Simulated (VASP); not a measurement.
These are PBE GGA, VASP's PBE PAW potentials (set 64) (plane waves; VASP) values and carry that method's errors.

Input for VASP

**POSCAR**
```
Li2O
1
   -0.0000000000     2.1791832741     2.1791832741
    2.1791832741    -0.0000000000     2.1791832741
    2.1791832741     2.1791832741    -0.0000000000
Li O
2 1
Direct
  0.2500000000   0.2500000000   0.2500000000
  0.7500000000   0.7500000000   0.7500000000
  0.0000000000   0.0000000000   0.0000000000
```

KPOINTS:
```
Automatic mesh
0
Gamma
9 9 9
0 0 0
```

INCAR:
```
ALGO=Normal
EDIFF=1E-6
EDIFFG=-0.02
ENCUT=620
GGA=PE
IBRION=2
ISIF=3
ISMEAR=0
LASPH=.TRUE.
LCHARG=.FALSE.
LREAL=.FALSE.
LWAVE=.FALSE.
NELM=100
NSW=40
PREC=Accurate
PSTRESS=200
SIGMA=0.05
SYSTEM=Li2O
```

POTCAR, in this order: Li_sv O (PBE.64 set). Program: vasp_std.

What VASP printed:

### OSZICAR
```
       N       E                     dE             d eps       ncg     rms          rms(c)
DAV:   1     0.460788166384E+02    0.46079E+02   -0.72179E+03   716   0.148E+03
DAV:   2    -0.110065385733E+02   -0.57085E+02   -0.55401E+02   796   0.266E+02
DAV:   3    -0.159046518035E+02   -0.48981E+01   -0.48787E+01  1276   0.646E+01
DAV:   4    -0.159587211772E+02   -0.54069E-01   -0.54033E-01   914   0.772E+00
DAV:   5    -0.159590499212E+02   -0.32874E-03   -0.32873E-03  1038   0.472E-01    0.770E+00
DAV:   6    -0.141206727553E+02    0.18384E+01   -0.89865E+00   700   0.203E+01    0.260E+00
DAV:   7    -0.141128327556E+02    0.78400E-02   -0.15580E-01   800   0.382E+00    0.153E+00
DAV:   8    -0.141187671784E+02   -0.59344E-02   -0.58574E-02   840   0.299E+00    0.348E-01
DAV:   9    -0.141176657874E+02    0.11014E-02   -0.89505E-03   882   0.856E-01    0.109E-01
DAV:  10    -0.141179952417E+02   -0.32945E-03   -0.98556E-04   766   0.281E-01    0.330E-02
DAV:  11    -0.141179897245E+02    0.55173E-05   -0.30088E-05   896   0.766E-02    0.878E-03
DAV:  12    -0.141179911125E+02   -0.13881E-05   -0.39688E-06   872   0.198E-02    0.238E-03
DAV:  13    -0.141179910528E+02    0.59750E-07   -0.42060E-07   550   0.820E-03
   1 F= -.11534359E+02 E0= -.11534359E+02  d E =-.115344E+02
```

**OUTCAR**
```
------------------------ aborting loop because EDIFF is reached ----------------------------------------
  FORCE on cell =-STRESS in cart. coord.  units (eV):
  Direction    XX          YY          ZZ          XY          YZ          ZX
  --------------------------------------------------------------------------------------
  Total        2.5940375      2.5940375      2.5940375     -0.0000000     -0.0000000      0.0000000
  in kB      200.8054850    200.8054850    200.8054850     -0.0000000     -0.0000000      0.0000000
  external PRESSURE =       0.8054850 kB  Pullay stress =     200.0000000 kB
  volume of cell :       20.70
      direct lattice vectors                 reciprocal lattice vectors
     0.000000000  2.179183274  2.179183274    -0.229443758  0.229443758  0.229443758
     2.179183274  0.000000000  2.179183274     0.229443758 -0.229443758  0.229443758
     2.179183274  2.179183274  0.000000000     0.229443758  0.229443758 -0.229443758
 POSITION                                       TOTAL-FORCE (eV/Angst)
 -----------------------------------------------------------------------------------
      1.08959      1.08959      1.08959        -0.000000      0.000000     -0.000000
      3.26877      3.26877      3.26877         0.000000     -0.000000      0.000000
      0.00000      0.00000      0.00000        -0.000000     -0.000000     -0.000000
 -----------------------------------------------------------------------------------
    total drift:                                0.000000      0.000000      0.000000
  FREE ENERGIE OF THE ION-ELECTRON SYSTEM (eV)
  ---------------------------------------------------
  free  energy   TOTEN  =       -14.1179910528 eV

  energy  without entropy=      -14.1179910528  energy(sigma->0) =      -14.11799105
  enthalpy is  TOTEN    =       -11.5343589058 eV   P V=        2.5836321470

 reached required accuracy - stopping structural energy minimisation
```
(Selected blocks of OUTCAR.)

The compound is Li2O in the antifluorite structure. It was relaxed first under an external pressure of 20 GPa.
